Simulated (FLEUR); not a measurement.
Crystal: CoO.

```
CELL_PARAMETERS angstrom
2.57053 0.00000 0.00000
0.00000 2.57053 0.00000
0.00000 0.00000 2.57053
ATOMIC_POSITIONS crystal
Co 0.00000 0.00000 0.00000
O 0.50000 0.50000 0.50000
```

Measurements of this composition are mostly on another form, of space group No. 225.

Base run:

| Item | Value |
| --- | --- |
| Program | FLEUR MaX-R8.1 (later development tree) |
| Functional | LDA |
| Potentials or basis | all-electron |
| Basis | FLAPW |
| Kmax | 4.43 1/bohr |
| k mesh | 7 × 7 × 7 |
| Occupations | gaussian, width 0.05 eV |
| Spin | collinear spin, ferromagnetic start |
| Starting moments | [3.0, 0.0] μB |
| Hubbard terms | Co d U = 6 eV |

Its results: band gap on the k mesh 1.83 eV, indirect (least direct gap 2.78 eV); net moment 3.00 μB per cell; site moments Co +2.71; O +0.25 μB.

The run is repeated on the same cell with these changes: functional from LDA to r2SCAN; hubbard terms from Co d U = 6 eV to Co d U = 2 eV. What comes out?

Band gap on the k mesh 2.26 eV, indirect (least direct gap 2.49 eV); net moment 3.00 μB per cell; site moments Co +2.68; O +0.30 μB.

Several settings changed at once, so the effect can't be laid on one alone.

Caveats: an odd mesh through Γ misses points on the zone boundary, where band edges often lie; a cell with one magnetic atom can't hold antiferromagnetic order, which such compounds often take; the meta-GGA is that of a development version, with a GGA for the radial functions and cores and without core tails (some runs).
